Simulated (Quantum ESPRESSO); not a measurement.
The system is Tc.

```xyz
2
Lattice="2.7400 0.0000 0.0000 -1.3700 2.3729 0.0000 0.0000 0.0000 4.3980" Properties=species:S:1:pos:R:3 pbc="T T T"
Tc    1.3700    0.7910    3.2985
Tc    0.0000    1.5819    1.0995
```

Program: Quantum ESPRESSO 7.5. Alike in all runs: cell as given; smearing fermi-dirac 0.05 eV.

Q: Order these runs on this cell by their pressure, lowest first.
A. level PBE; potentials or basis PseudoDojo 0.4 FR PBE standard; spin SOC, no magnetisation; k mesh 4 × 4 × 2; cutoff (eV) 1143; mesh quality coarse
B. level PBEsol; potentials or basis GBRV 1.5 PBEsol; spin off; k mesh 11 × 11 × 6; cutoff (eV) 612; mesh quality not flagged
C. level LDA; potentials or basis PseudoDojo 0.4.1 SR LDA standard; spin off; k mesh 11 × 11 × 6; cutoff (eV) 1197; form of the LDA correlation PW92; mesh quality not flagged
D. level PBE; potentials or basis PseudoDojo 0.4 FR PBE standard; spin SOC, no magnetisation; k mesh 11 × 11 × 6; cutoff (eV) 1143; mesh quality not flagged

A: C (-11.5 GPa), B (-7.0 GPa), D (3.8 GPa), A (5.6 GPa).

Caveats: some runs use coarse meshes.

Not every run made on this cell is shown here.
